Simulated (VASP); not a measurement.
ZnS in VASP 6.6.1, single-point calculation

INCAR

```
IBRION = -1
LASPH = .TRUE.
ISMEAR = -1
LCHARG = .FALSE.
BMIX = 0.0001
ENCUT = 520
NELM = 88
ISIF = 2
LREAL = .FALSE.
EDIFF = 1E-7
LWAVE = .FALSE.
NSW = 0
NBANDS = 16
AMIX = 0.2
PREC = Accurate
SIGMA = 0.02
GGA = 91
```

KPOINTS

```
KPOINTS created by Atomic Simulation Environment
0
Gamma
8 8 8
0 0 0
```

POSCAR

```
Zn S
 1.0000000000000000
     0.0893056153000000    2.7025688719000001    2.7025688719000001
     2.7025688719000001    0.0893056153000000    2.7025688719000001
     2.7025688719000001    2.7025688719000001    0.0893056153000000
 Zn  S
   1   1
Cartesian
  0.0173784901519031  0.0173784901519031  0.0173784901519031
  1.3562323496230970  1.3562323496230970  1.3562323496230970
```

The recommended PBE PAW datasets give the neutral cell 18 valence electrons.

Command

```
mpirun -np 1 vasp_std
```

How does this run end, and what does it give?

It converged. Results: gap between bands v and c on the k mesh 2.16 eV; least direct gap on the k mesh 2.16 eV; pressure 5.9 GPa. Band v is the last that the valence electrons fill when counted band by band, and c is the next.

OSZICAR

```
N       E                     dE             d eps       ncg     rms          rms(c)
DAV:   1     0.895109768517E+02    0.89511E+02   -0.89986E+03  2088   0.138E+03
DAV:   2    -0.152256093123E+01   -0.91034E+02   -0.85280E+02  2344   0.261E+02
DAV:   3    -0.721296872460E+01   -0.56904E+01   -0.56672E+01  2648   0.639E+01
DAV:   4    -0.727153962849E+01   -0.58571E-01   -0.58559E-01  2424   0.672E+00
DAV:   5    -0.727220091534E+01   -0.66129E-03   -0.66127E-03  2704   0.693E-01    0.743E+00
DAV:   6    -0.694281086836E+01    0.32939E+00   -0.26307E-01  3128   0.181E+01    0.656E+00
DAV:   7    -0.682724275788E+01    0.11557E+00   -0.38389E-01  3304   0.145E+01    0.446E+00
DAV:   8    -0.682789252471E+01   -0.64977E-03   -0.12861E-01  2488   0.615E+00    0.157E+00
DAV:   9    -0.682660287393E+01    0.12897E-02   -0.82920E-03  2408   0.144E+00    0.244E-01
DAV:  10    -0.682600721860E+01    0.59566E-03   -0.18335E-03  2744   0.522E-01    0.582E-02
DAV:  11    -0.682602845948E+01   -0.21241E-04   -0.17663E-04  2736   0.120E-01    0.291E-02
DAV:  12    -0.682603722131E+01   -0.87618E-05   -0.37975E-05  3040   0.745E-02    0.246E-02
DAV:  13    -0.682604110087E+01   -0.38796E-05   -0.10883E-05  2800   0.525E-02    0.292E-03
DAV:  14    -0.682604113430E+01   -0.33435E-07   -0.15482E-06  2456   0.188E-02    0.370E-03
DAV:  15    -0.682604110869E+01    0.25612E-07   -0.16706E-07  2352   0.751E-03
   1 F= -.68260411E+01 E0= -.68260411E+01  d E =-.111631E-10
```

For comparison, a separate PBE run of the intended cell, on usual settings and not on those above, gives a gap of 2.17 eV on its mesh and a pressure of 6.0 GPa.
